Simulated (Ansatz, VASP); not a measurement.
# ZrSi6 in VASP and in Ansatz

```
Zr Si
1.0
     5.71226    0.00000    0.00000
     0.00000    5.71226    0.00000
     0.00000    0.00000    5.71226
Zr Si
1 6
Direct
  0.00000 0.00000 0.00000
  0.80149 0.50000 0.50000
  0.19851 0.50000 0.50000
  0.50000 0.80149 0.50000
  0.50000 0.19851 0.50000
  0.50000 0.50000 0.80149
  0.50000 0.50000 0.19851
```

Alike in both runs: functional PBE; k mesh 8 × 8 × 8; occupations gaussian, width 0.1 eV; no spin polarisation.

Ansatz relaxed the structure, and its values are those at the end. VASP's run is a single point on that final structure, the one shown.

|  | VASP | Ansatz |
| --- | --- | --- |
| version | VASP 6.6.1 | Ansatz 0.2.0 |
| potentials or method | VASP PAW PBE potentials, release 64 (Zr_sv, Si) | scalar-relativistic, plane waves, PAW |
| plane-wave cutoff (eV) | 520 | 420 |
| valence electrons in the cell | 36 | 36 |

```tsv
	VASP	Ansatz	Ansatz less VASP
gap on the k mesh at the Fermi level (eV)	none	none	-
pressure (GPa)	-0.1	0.0	+0.07
```

A gap of «none» marks a metal or a gap that the smearing closes.
